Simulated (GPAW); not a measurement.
# AlN (P6_3mc) in GPAW: further runs

Aim: see how the results for AlN move with the level of theory and the settings. Levels: r2SCAN, LDA. Tasks: equation of state, band structure.

Program: GPAW 26.7.0. These are calculated values, not measurements. Logs are shortened: lines on timing, memory, paths and dates and some standing lists are left out, and cuts for length are marked. The log counts tension as positive stress, the text compression.

**What was measured.**

“Self-assembly of well-separated AlN nanowires directly on sputtered metallic TiN films”, 2019, arxiv:1910.07391 quotes, for a bulk crystal of AlN at 10 K: band gap 6.034 eV (an exciton energy, a little under the gap).

The runs below are set against these values where they give the same quantity.

### Step 1. The crystal as given

The structure is hexagonal, space group P6_3mc (No. 186). The conventional cell has a = 3.113 Å, b = 3.113 Å, c = 4.981 Å, α = 90.00°, β = 90.00°, γ = 120.00°. Al (site symmetry 3m) has 4 N at 1.89 Å as nearest neighbours. N (site symmetry 3m) is surrounded by 4 Al at 1.89 Å.

### Step 2. Equation of state, r2SCAN

run.py reads:

```python
from ase import Atoms
from ase.eos import EquationOfState
from ase.io import Trajectory
from ase.units import GPa
from ase.parallel import parprint
from gpaw import GPAW, PW

atoms = Atoms(['Al', 'Al', 'N', 'N'],
              cell=[[3.113, 0.0, 0.0],
                    [-1.5565, 2.695937082, 0.0],
                    [0.0, 0.0, 4.981]],
              scaled_positions=[[0.6666666667, 0.3333333333, 0.5],
                                [0.3333333333, 0.6666666667, 0.0],
                                [0.6666666667, 0.3333333333, 0.88],
                                [0.3333333333, 0.6666666667, 0.38]],
              pbc=True)

traj = Trajectory('eos.traj', 'w')
volumes, energies = [], []
for x in [0.94, 0.96, 0.98, 1.0, 1.02, 1.04, 1.06]:
    a = atoms.copy()
    a.set_cell(atoms.cell * x**(1 / 3), scale_atoms=True)
    calc = GPAW(mode=PW(800),
                xc='MGGA_X_R2SCAN+MGGA_C_R2SCAN',
                kpts={'size': (8, 8, 5), 'gamma': True},
                occupations={'name': 'fermi-dirac', 'width': 0.05},
                nbands=18,
                convergence={'density': 1e-05, 'energy': 1e-05},
                maxiter=150,
                txt=f'eos-{x:.2f}.txt')
    a.calc = calc
    energies.append(a.get_potential_energy(force_consistent=True))
    volumes.append(a.get_volume())
    p = -a.get_stress()[:3].mean() / GPa
    calc.write(f'eos-{x:.2f}.gpw')
    traj.write(a)
    parprint(f'{x:.2f} {volumes[-1]:10.4f} A^3 {energies[-1]:14.6f} eV {p:9.3f} GPa', flush=True)

v0, e0, B = EquationOfState(volumes, energies, eos='birchmurnaghan').fit()
parprint(f'V0 = {v0:.4f} A^3, E0 = {e0:.6f} eV, B0 = {B / GPa:.2f} GPa')
```

Potentials or basis: GPAW PAW data sets (gpaw-data 1.2.1), pw.

On the command line:

```console
$ OMP_NUM_THREADS=1 mpirun -n 4 gpaw python run.py
```

The program printed:

```text
__  _  _
 | _ |_)|_||  |
 |__||  | ||/\| - 26.7.0

Input parameters:
  mode=PW(ecut=800.0),
  convergence={'density': 1e-05, 'energy': 1e-05},
  kpts=MonkhorstPack(size=(8, 8, 5), gamma=True),
  maxiter=150,
  nbands=18,
  occupations=Occupations(name='fermi-dirac', width=0.05),
  xc=XC(name='MGGA_X_R2SCAN+MGGA_C_R2SCAN')

Diagonalizing LCAO Hamiltonian
Converting LCAO to pw mode

           N

           Al
        N

        Al

Atoms  # Å, Bohr magnetons
|   | symbol |         x |        y |        z |    initial magnetic moments |
|---|--------|-----------|----------|----------|-----------------------------|
| 0 |     Al |  1.524726 | 0.880301 | 2.439659 | ( 0.0000,  0.0000,  0.0000) |
| 1 |     Al | -0.000000 | 1.760602 | 0.000000 | ( 0.0000,  0.0000,  0.0000) |
| 2 |      N |  1.524726 | 0.880301 | 4.293800 | ( 0.0000,  0.0000,  0.0000) |
| 3 |      N | -0.000000 | 1.760602 | 1.854141 | ( 0.0000,  0.0000,  0.0000) |

Unit cell  # Å
| periodic |         x |        y |        z |  lengths |     angles |
|----------|-----------|----------|----------|----------|------------|
|      yes |  3.049452 | 0.000000 | 0.000000 | 3.049452 |  90.000000 |
|      yes | -1.524726 | 2.640903 | 0.000000 | 3.049452 |  90.000000 |
|      yes |  0.000000 | 0.000000 | 4.879318 | 4.879318 | 120.000000 |

Number of symmetries: 6
Symmetry operations  # r_c * U_cc + t_c -> r_c
|   | kind |            matrix            |
|---|------|------------------------------|
| 0 |  σ   |  1, 1, 0,  0,-1, 0,  0, 0, 1 |
| 1 |  E   |  1, 0, 0,  0, 1, 0,  0, 0, 1 |
| 2 |  C3  |  0, 1, 0, -1,-1, 0,  0, 0, 1 |
| 3 |  σ   |  0,-1, 0, -1, 0, 0,  0, 0, 1 |
| 4 |  σ   | -1, 0, 0,  1, 1, 0,  0, 0, 1 |
| 5 |  C3  | -1,-1, 0,  1, 0, 0,  0, 0, 1 |

BZ-sampling:
  Number of BZ points: 320
  Number of IBZ points: 40

  Monkhorst-Pack size: [8, 8, 5]
  Monkhorst-Pack shift: [0.0625, 0.0625, 0.0]

K-points  # in reciprocal-cell coordinates
|     |                                coordinates |     weight |
|-----|--------------------------------------------|------------|
|   0 | (  0.00000000,   0.00000000,   0.00000000) | 0.00312500 |
|   1 | (  0.00000000,   0.00000000,   0.20000000) | 0.00625000 |
|   2 | (  0.00000000,   0.00000000,   0.40000000) | 0.00625000 |
|   3 | (  0.12500000,   0.00000000,  -0.40000000) | 0.01875000 |
|   4 | (  0.12500000,   0.00000000,  -0.20000000) | 0.01875000 |
|   5 | (  0.12500000,   0.00000000,   0.00000000) | 0.01875000 |
|   6 | (  0.12500000,   0.00000000,   0.20000000) | 0.01875000 |
|   7 | (  0.12500000,   0.00000000,   0.40000000) | 0.01875000 |
|   8 | (  0.25000000,  -0.12500000,   0.00000000) | 0.01875000 |
|   9 | (  0.25000000,  -0.12500000,   0.20000000) | 0.03750000 |
| ... |                                            |            |
|  39 | (  0.50000000,   0.50000000,   0.40000000) | 0.01875000 |

Plane wave coefficients: 2038
Cutoff: 800.0 eV

Spin-components: 1 (collinear spins)
Bands:           18
Projectors:      20
Spin-degeneracy: 2
Datatype:        complex128

Parallelization:
  kpt:    4
  domain: 1
  band:   1

Density:
  Valence electrons: 16.0
  Components: 1
  Grid points: [20 20 32]
  Charge: 0.0  # |e|

Potential:
  Grid points: [20 20 32]

species:
  Al:
    name:    Aluminium
    Z:       13.0
    valence: 3
    core:    10
    charge:  0.0  # [|e|]
    compensation charges:
      type: gauss
      rc: 0.34  # [Å]
      lmax: 2
    cutoffs:
      filter: 1.91  # [Å]
      core: 2.36  # [Å]
    projectors
    | kind |    occ | energy [eV] | rcut [Å] |
    |------|--------|-------------|----------|
    |   3s |  2.000 |      -7.753 |    1.085 |
    |   3p |  1.000 |      -2.712 |    1.085 |
    |    s |        |      19.459 |    1.085 |
    |    p |        |      24.499 |    1.085 |
    |    d |        |       0.000 |    1.085 |

    Using partial waves for Al as LCAO basis

  N:
    name:    Nitrogen
    Z:       7.0
    valence: 5
    core:    2
    charge:  0.0  # [|e|]
    compensation charges:
      type: gauss
      rc: 0.18  # [Å]
      lmax: 2
    cutoffs:
      filter: 1.11  # [Å]
      core: 0.96  # [Å]
    projectors
    | kind |    occ | energy [eV] | rcut [Å] |
    |------|--------|-------------|----------|
    |   2s |  2.000 |     -18.583 |    0.603 |
    |   2p |  3.000 |      -7.089 |    0.529 |
    |    s |        |       8.629 |    0.603 |
    |    p |        |      20.123 |    0.529 |
    |    d |        |       0.000 |    0.577 |

    Using partial waves for N as LCAO basis

Reference energy: -16170.289538  # eV

eigensolver:
  PPCG
  Converge bands: occupied
  niter=2

density mixing:
  MSR1-Mixer
  Pratt-step length: 0.05
  Maximum mixing coefficient: 0.75
  Old densities: 10
  SVD Regularization: 0.005
  Good broyden scale: 1.0
  Trust region scale: 1.0
  Backstep threshold: 4.0
  History deletion threshold: 6.0
  Fourier metric: weight=20.0, sigma=0.015

occupation numbers:
  Fermi-Dirac:
    width: 0.0500  # eV

poisson solver:
  ecut: 6400.0  # eV

xc functional:
  name: MGGA_X_R2SCAN+MGGA_C_R2SCAN with 2 nearest neighbor stencil

convergence criteria:
- Maximum integral of absolute [dens]ity change: 1e-05 electrons / valence electron
- Maximum [total energy] change in last 3 cyles: 1e-05 eV / valence electron
- Maximum integral of absolute [eigenst]ate change: 4e-08 eV^2 / valence electron
maximum number of iterations: 150

SCF iterations
|iter     | |      energy | eigst |  dens |
|---------|-|-------------|-------|-------|
|iter:   1| |  -46.236300 | -0.21 |       |
|iter:   2| |  -40.618615 | -1.37 | -0.56 |
|iter:   3| |  -37.858398 | -0.59 | -0.60 |
|iter:   4| |  -38.045279 | -2.66 | -1.23 |
|iter:   5| |  -38.063864 | -2.80 | -1.52 |
|iter:   6| |  -38.063668 | -4.62 | -2.61 |
|iter:   7| |  -38.063698 | -5.94 | -3.16 |
|iter:   8| |  -38.063698c| -7.67c| -4.05 |
|iter:   9| |  -38.063698c| -7.80c| -4.84 |
|iter:  10| |  -38.063698c| -8.76c| -5.33c|

Converged in 10 steps
Energy contributions relative to reference atoms: (reference = -16170.289538)

Energy contributions:
  Kinetic:          40.892954
  Coulomb:         -33.092071
  Zero:              0.081991
  External:          0.000000
  Xc:              -45.946572
  Entropy:          -0.000000
  Spinorbit:         0.000000
  ----------------------------
  Free energy:     -38.063698
  Extrapolated:    -38.063698

dipole moment: (-0.000001, -0.000001, -6.637152)  # |e|*Ang

Fermi level: 7.436
Eigenvalues  # (at kpt = [0.000, 0.000, 0.000])
| band index |      eig [eV] | occ [0-2] |
|------------|---------------|-----------|
|          0 |        -9.844 |     2.000 |
|          1 |        -7.532 |     2.000 |
|          2 |         0.159 |     2.000 |
|          3 |         5.585 |     2.000 |
|          4 |         5.585 |     2.000 |
|          5 |         6.272 |     2.000 |
[... 8 lines left out ...]
|         14 |        21.286 |     0.000 |
|         15 |        21.289 |     0.000 |
|        ... |               |           |
|         17 |        22.985 |     0.000 |

Gap: 5.538 eV
Transition (v -> c):
  (s=0, k=0, n=7, [0.00, 0.00, 0.00]) -> (s=0, k=0, n=8, [0.00, 0.00, 0.00])
No difference between direct/indirect transitions

Stress tensor  # eV/Ang^3
|         x |         y |         z |
|-----------|-----------|-----------|
| -0.087441 |  0.000000 |  0.000000 |
|  0.000000 | -0.087441 |  0.000000 |
|  0.000000 |  0.000000 | -0.095445 |

# Writing to eos-0.94.gpw (mode='')
```

stdout:

```text
0.94    39.2946 A^3     -38.063698 eV    14.437 GPa
0.96    40.1307 A^3     -38.128451 eV     9.027 GPa
0.98    40.9667 A^3     -38.165797 eV     4.121 GPa
1.00    41.8028 A^3     -38.178837 eV    -0.321 GPa
1.02    42.6389 A^3     -38.169651 eV    -4.349 GPa
1.04    43.4749 A^3     -38.140110 eV    -8.005 GPa
1.06    44.3110 A^3     -38.092823 eV   -11.310 GPa
V0 = 41.8578 A^3, E0 = -38.178859 eV, B0 = 211.27 GPa
```

eos-0.96.txt:

```text
SCF iterations
|iter     | |      energy | eigst |  dens |
|---------|-|-------------|-------|-------|
|iter:   1| |  -46.262873 | -0.21 |       |
|iter:   2| |  -40.621768 | -1.38 | -0.56 |
|iter:   3| |  -37.924697 | -0.59 | -0.60 |
|iter:   4| |  -38.109728 | -2.66 | -1.22 |
|iter:   5| |  -38.128597 | -2.81 | -1.52 |
[... 43 lines left out ...]
|        ... |               |           |
|         17 |        22.586 |     0.000 |

Gap: 5.333 eV
Transition (v -> c):
  (s=0, k=0, n=7, [0.00, 0.00, 0.00]) -> (s=0, k=0, n=8, [0.00, 0.00, 0.00])
No difference between direct/indirect transitions

Stress tensor  # eV/Ang^3
|         x |         y |         z |
|-----------|-----------|-----------|
| -0.053275 |  0.000000 | -0.000000 |
|  0.000000 | -0.053275 |  0.000000 |
| -0.000000 |  0.000000 | -0.062472 |

# Writing to eos-0.96.gpw (mode='')
```

Wall time 2.2 min (4 MPI ranks of Arm Neoverse V2, shared host); peak memory 0.41 GiB.

What came out:

- Equilibrium volume: 10.46 Å³/atom (rough: see the caveat)
- Bulk modulus at fixed shape and positions: 211 GPa (rough)

Energy against volume, from the lowest point:
```
volume (Å³/atom)  energy (meV/atom)
           9.824              28.78
          10.033              12.60
          10.242               3.26
          10.451               0.00
          10.660               2.30
          10.869               9.68
          11.078              21.50
```

Caveat: the points scatter about the fit; the cell was scaled at fixed shape and fractional positions, which overstates the stiffness of a crystal with free parameters, most of all of layers and chains; the PAW data sets were made with another functional, which shifts forces and pressure a little.

### Step 3. Equation of state, LDA

Changes to run.py since step 2:

```diff
@@ -4,3 +4,2 @@
 from ase.units import GPa
-from ase.parallel import parprint
 from gpaw import GPAW, PW
@@ -23,3 +22,3 @@
     calc = GPAW(mode=PW(800),
-                xc='MGGA_X_R2SCAN+MGGA_C_R2SCAN',
+                xc='LDA',
                 kpts={'size': (8, 8, 5), 'gamma': True},
@@ -36,5 +35,5 @@
     traj.write(a)
-    parprint(f'{x:.2f} {volumes[-1]:10.4f} A^3 {energies[-1]:14.6f} eV {p:9.3f} GPa', flush=True)
+    print(f'{x:.2f} {volumes[-1]:10.4f} A^3 {energies[-1]:14.6f} eV {p:9.3f} GPa', flush=True)
 
 v0, e0, B = EquationOfState(volumes, energies, eos='birchmurnaghan').fit()
-parprint(f'V0 = {v0:.4f} A^3, E0 = {e0:.6f} eV, B0 = {B / GPa:.2f} GPa')
+print(f'V0 = {v0:.4f} A^3, E0 = {e0:.6f} eV, B0 = {B / GPa:.2f} GPa')
```

Potentials or basis: the program's PAW data sets (release 1.2.1) made for this functional, pw.

On the command line:

```console
$ OMP_NUM_THREADS=1 python run.py
```

The program printed:

```text
__  _  _
 | _ |_)|_||  |
 |__||  | ||/\| - 26.7.0

Input parameters:
  mode=PW(ecut=800.0),
  convergence={'density': 1e-05, 'energy': 1e-05},
  kpts=MonkhorstPack(size=(8, 8, 5), gamma=True),
  maxiter=150,
  nbands=18,
  occupations=Occupations(name='fermi-dirac', width=0.05),
  xc=XC(name='LDA')

Diagonalizing LCAO Hamiltonian
Converting LCAO to pw mode

           N

           Al
        N

        Al

Atoms  # Å, Bohr magnetons
|   | symbol |         x |        y |        z |    initial magnetic moments |
|---|--------|-----------|----------|----------|-----------------------------|
| 0 |     Al |  1.524726 | 0.880301 | 2.439659 | ( 0.0000,  0.0000,  0.0000) |
| 1 |     Al | -0.000000 | 1.760602 | 0.000000 | ( 0.0000,  0.0000,  0.0000) |
| 2 |      N |  1.524726 | 0.880301 | 4.293800 | ( 0.0000,  0.0000,  0.0000) |
| 3 |      N | -0.000000 | 1.760602 | 1.854141 | ( 0.0000,  0.0000,  0.0000) |

Unit cell  # Å
| periodic |         x |        y |        z |  lengths |     angles |
|----------|-----------|----------|----------|----------|------------|
|      yes |  3.049452 | 0.000000 | 0.000000 | 3.049452 |  90.000000 |
|      yes | -1.524726 | 2.640903 | 0.000000 | 3.049452 |  90.000000 |
|      yes |  0.000000 | 0.000000 | 4.879318 | 4.879318 | 120.000000 |

Number of symmetries: 6
Symmetry operations  # r_c * U_cc + t_c -> r_c
|   | kind |            matrix            |
|---|------|------------------------------|
| 0 |  σ   |  1, 1, 0,  0,-1, 0,  0, 0, 1 |
| 1 |  E   |  1, 0, 0,  0, 1, 0,  0, 0, 1 |
| 2 |  C3  |  0, 1, 0, -1,-1, 0,  0, 0, 1 |
| 3 |  σ   |  0,-1, 0, -1, 0, 0,  0, 0, 1 |
| 4 |  σ   | -1, 0, 0,  1, 1, 0,  0, 0, 1 |
[... 125 lines left out ...]

convergence criteria:
- Maximum integral of absolute [dens]ity change: 1e-05 electrons / valence electron
- Maximum [total energy] change in last 3 cyles: 1e-05 eV / valence electron
- Maximum integral of absolute [eigenst]ate change: 4e-08 eV^2 / valence electron
maximum number of iterations: 150

SCF iterations
|iter     | |      energy | eigst |  dens |
|---------|-|-------------|-------|-------|
|iter:   1| |  -37.308045 | -0.23 |       |
|iter:   2| |  -36.199124 | -2.03 | -0.55 |
|iter:   3| |  -32.829825 | -0.76 | -0.60 |
|iter:   4| |  -32.808968 | -2.86 | -1.26 |
|iter:   5| |  -32.806545 | -3.49 | -1.58 |
|iter:   6| |  -32.806599 | -5.94 | -2.74 |
|iter:   7| |  -32.806609c| -6.57 | -3.16 |
|iter:   8| |  -32.806609c| -7.92c| -4.30 |
|iter:   9| |  -32.806609c| -7.58c| -4.62 |
|iter:  10| |  -32.806609c| -8.58c| -5.12c|

Converged in 10 steps
Energy contributions relative to reference atoms: (reference = -16098.591502)

Energy contributions:
  Kinetic:          48.107697
  Coulomb:         -40.740847
  Zero:              0.150908
  External:          0.000000
  Xc:              -40.324367
  Entropy:          -0.000000
  Spinorbit:         0.000000
  ----------------------------
  Free energy:     -32.806609
  Extrapolated:    -32.806609

dipole moment: (-0.000000, -0.000001, -6.631816)  # |e|*Ang

Fermi level: 7.365
Eigenvalues  # (at kpt = [0.000, 0.000, 0.000])
| band index |      eig [eV] | occ [0-2] |
|------------|---------------|-----------|
|          0 |        -8.940 |     2.000 |
|          1 |        -6.515 |     2.000 |
|          2 |         0.137 |     2.000 |
|          3 |         5.587 |     2.000 |
|          4 |         5.587 |     2.000 |
|          5 |         6.259 |     2.000 |
[... 8 lines left out ...]
|         14 |        20.024 |     0.000 |
|         15 |        20.031 |     0.000 |
|        ... |               |           |
|         17 |        21.584 |     0.000 |

Gap: 4.841 eV
Transition (v -> c):
  (s=0, k=0, n=7, [0.00, 0.00, 0.00]) -> (s=0, k=0, n=8, [0.00, 0.00, 0.00])
No difference between direct/indirect transitions

Stress tensor  # eV/Ang^3
|         x |         y |         z |
|-----------|-----------|-----------|
| -0.059945 |  0.000000 |  0.000000 |
|  0.000000 | -0.059945 |  0.000000 |
|  0.000000 |  0.000000 | -0.068140 |

# Writing to eos-0.94.gpw (mode='')
```

stdout:

```text
0.94    39.2946 A^3     -32.806609 eV    10.042 GPa
0.96    40.1307 A^3     -32.849419 eV     4.908 GPa
0.98    40.9667 A^3     -32.866464 eV     0.265 GPa
1.00    41.8028 A^3     -32.860557 eV    -3.928 GPa
1.02    42.6389 A^3     -32.833646 eV    -7.722 GPa
1.04    43.4749 A^3     -32.787524 eV   -11.157 GPa
1.06    44.3110 A^3     -32.724809 eV   -14.251 GPa
V0 = 41.1548 A^3, E0 = -32.867120 eV, B0 = 213.43 GPa
```

eos-0.98.txt:

```text
SCF iterations
|iter     | |      energy | eigst |  dens |
|---------|-|-------------|-------|-------|
|iter:   1| |  -37.196781 | -0.24 |       |
|iter:   2| |  -36.111871 | -2.02 | -0.55 |
|iter:   3| |  -32.890102 | -0.77 | -0.60 |
|iter:   4| |  -32.869310 | -2.91 | -1.25 |
|iter:   5| |  -32.866406 | -3.52 | -1.56 |
|iter:   6| |  -32.866455 | -5.93 | -2.74 |
[... 44 lines left out ...]

Gap: 4.459 eV
Transition (v -> c):
  (s=0, k=0, n=7, [0.00, 0.00, 0.00]) -> (s=0, k=0, n=8, [0.00, 0.00, 0.00])
No difference between direct/indirect transitions

Stress tensor  # eV/Ang^3
|        x |        y |         z |
|----------|----------|-----------|
| 0.001657 | 0.000000 |  0.000000 |
| 0.000000 | 0.001657 |  0.000000 |
| 0.000000 | 0.000000 | -0.008286 |

# Writing to eos-0.98.gpw (mode='')
```

It took 3.5 min on 1 thread of Arm Neoverse V1, shared host; peak memory 0.3 GiB.

What came out:

```
Equilibrium volume                        : 10.29 Å³/atom
Bulk modulus at fixed shape and positions : 213 GPa
Pressure derivative of the bulk modulus   : 4.0
```

Energy against volume, from the lowest point:
```tsv
volume (Å³/atom)	energy (meV/atom)
9.824	14.96
10.033	4.26
10.242	0.00
10.451	1.48
10.660	8.20
10.869	19.74
11.078	35.41
```

Caveat: the cell was scaled at fixed shape and fractional positions, which overstates the stiffness of a crystal with free parameters, most of all of layers and chains.

[end of part 1 of 2]
